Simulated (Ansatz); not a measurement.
Run this with Ansatz 0.2.0, Python API and show what comes out.

Script `edit_zno.py`:
```python
import ansatz
from ase import Atoms
from tabulate import tabulate

atoms = Atoms(
    ["Zn", "Zn", "Zn", "Zn", "O", "O", "O", "O"],
    scaled_positions=[
        [0.18197, 0.18197, 0.5],
        [0.81803, 0.81803, 0.5],
        [0.68197, 0.31803, 0.0],
        [0.31803, 0.68197, 0.0],
        [0.81725, 0.18275, 0.5],
        [0.18275, 0.81725, 0.5],
        [0.68275, 0.68275, 0.0],
        [0.31725, 0.31725, 0.0],
    ],
    cell=[
        [5.51757, 0.0, 0.0],
        [0.0, 5.51757, 0.0],
        [0.0, 0.0, 3.25878],
    ],
    pbc=True,
)
cell = ansatz.Crystal.from_ase(atoms)

calc = (
    cell.calculation()
    .occupations("fixed")
    .functional("pbesol")
    .kpoints(density=3.1)
    .basis(260)
    .band_table()
)
typed = calc.input()
rows = []
for value in [2, 6, 12]:
    edited = typed.set(ansatz.key.scf.n_extra_bands, value)
    data = ansatz.Session.from_dict(edited).plan().execute().report
    rows.append((value, data["free_energy_ev"], data["n_iterations"], len(data["eigenvalues_ev"][0]) if "eigenvalues_ev" in data else 0))
print(tabulate(rows, headers=["extra bands", "F eV", "iterations", "bands listed"], floatfmt=".4f", tablefmt="pipe"))
print(edited.to_yaml())
```

```console
$ python edit_zno.py
DeckWarning: basis.ecutwfc = 260 eV is below the records' recommended 420 eV, and the density's cutoff is lower with it unless basis.ecutrho_ratio is high enough to keep the records' density cutoff: compare with a run at a higher cutoff
|   extra bands |        F eV |   iterations |   bands listed |
|--------------:|------------:|-------------:|---------------:|
|             2 | -15360.3120 |            8 |             38 |
|             6 | -15360.3120 |            8 |             42 |
|            12 | -15360.3120 |            8 |             48 |
crystal:
  lattice:
    - [5.51757, 0.0, 0.0]
    - [0.0, 5.51757, 0.0]
    - [0.0, 0.0, 3.25878]
  atoms:
    - { symbol: Zn, position: [0.18196999999999997, 0.18196999999999997, 0.5] }
    - { symbol: Zn, position: [0.8180300000000001, 0.8180300000000001, 0.5] }
    - { symbol: Zn, position: [0.68197, 0.31803, 0.0] }
    - { symbol: Zn, position: [0.31803, 0.68197, 0.0] }
    - { symbol: O, position: [0.8172499999999999, 0.18275, 0.5] }
    - { symbol: O, position: [0.18275, 0.8172499999999999, 0.5] }
    - { symbol: O, position: [0.68275, 0.68275, 0.0] }
    - { symbol: O, position: [0.31725, 0.31725, 0.0] }
basis:
  ecutwfc: 260.0
kpoints:
  mp_grid:
    kspacing: 0.3225806451612903
hamiltonian:
  xc: pbesol
scf:
  occupations:
    method: fixed
  n_extra_bands: 12
output:
  eigenvalues: true
```
(Warnings from the package without file and line, repeats left out.)

The settings weren't tested for convergence. The cutoff lies under the one recommended for these potentials. This cell is a computed structure, which may not be the phase found in nature. Finished in 8.6 s on 1 thread of Arm Neoverse V2, on a shared host, peak memory 0.4 GiB.

(Lines on the test bed's own set-up are left out of the output.)
